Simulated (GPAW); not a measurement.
A calculation with GPAW 26.7.0 of CuO (ASE script, structure typed inline):

File run.py:

```python
from ase import Atoms
from ase.dft.bandgap import bandgap
from ase.io import write
from ase.units import GPa
from gpaw import GPAW, PW

atoms = Atoms(['Cu', 'Cu', 'O', 'O'],
              cell=[[3.1754955, 0.0, 0.0],
                    [0.0, 3.1754955, 0.0],
                    [0.0, 0.0, 4.64953187]],
              scaled_positions=[[0.0, 0.0, 0.0],
                                [0.5, 0.5, 0.0],
                                [0.5, 0.0, 0.267],
                                [0.0, 0.5, 0.733]],
              pbc=True)

calc = GPAW(mode=PW(800),
            xc='PBE',
            kpts={'size': (8, 8, 6), 'gamma': True},
            occupations={'name': 'fermi-dirac', 'width': 0.05},
            nbands=33,
            convergence={'density': 1e-05, 'energy': 1e-05},
            maxiter=150,
            txt='gpaw.txt')
atoms.calc = calc
energy = atoms.get_potential_energy()
forces = atoms.get_forces()
stress = atoms.get_stress()
calc.write('gs.gpw')
write('result.traj', atoms)
print(f'Energy: {energy:.6f} eV')
print('Forces (eV/A):')
print(forces.round(4))
print('Stress (GPa):', (stress / GPa).round(3))
print('Fermi level:', round(calc.get_fermi_level(), 4), 'eV')
print(f'Gap: {bandgap(calc)[0]:.4f} eV, direct: {bandgap(calc, direct=True)[0]:.4f} eV')
```

Potentials or basis: GPAW PAW data sets (gpaw-data 1.2.1), pw.

The run is started by

```console
$ OMP_NUM_THREADS=1 python run.py
```

The cell was built by a generator and needn't be a form met in nature.

Task: Write the same calculation in another form: native input, structure from a POSCAR.

Result: As run:

Contents of run.py:

```python
from ase.io import read
from gpaw import PW
from gpaw.dft import DFT

atoms = read('POSCAR')

dft = DFT(atoms,
          mode=PW(800),
          xc='PBE',
          kpts={'size': (8, 8, 6), 'gamma': True},
          occupations={'name': 'fermi-dirac', 'width': 0.05},
          nbands=33,
          convergence={'density': 1e-05, 'energy': 1e-05},
          maxiter=150,
          txt='gpaw.txt')
print(f'Energy: {dft.calculate_energy():.6f} eV')
print('Forces (eV/A):')
print(dft.calculate_forces().round(4))
print('Stress (eV/A^3):', dft.calculate_stress().round(6))
dft.write_gpw_file('gs.gpw')
```

Contents of POSCAR:

```
CuO
1.0
    3.1754955000      0.0000000000      0.0000000000
    0.0000000000      3.1754955000      0.0000000000
    0.0000000000      0.0000000000      4.6495318700
Cu O
2 2
Direct
    0.0000000000      0.0000000000      0.0000000000
    0.5000000000      0.5000000000      0.0000000000
    0.5000000000      0.0000000000      0.2670000000
    0.0000000000      0.5000000000      0.7330000000
```

Potentials or basis: GPAW PAW data sets (gpaw-data 1.2.1), pw.

Launch:

```console
$ OMP_NUM_THREADS=1 python run.py
```

Both were run:

|  | ASE script, structure typed inline | native input, structure from a POSCAR |
| --- | --- | --- |
| Pressure | 18.6 GPa | 18.6 GPa |
| Largest force | 0.664 eV/Å | 0.664 eV/Å |
| Band gap on the k mesh | none (metal or under the smearing width) | none (metal or under the smearing width) |

Keys that steer only the numerical path or the files written may differ.

Caveat: with this Cu data set, volumes or pressures lay over 1.5 % or 2 GPa off other programs in two to four cells of ten; so large a pressure means that the cell lies far from this level's equilibrium, or that cutoff or potentials fall short; the run has no spin polarisation, though such a crystal can be magnetic; semilocal functionals often make such compounds metallic where correlation or magnetic order opens a gap, which also shifts bond lengths.
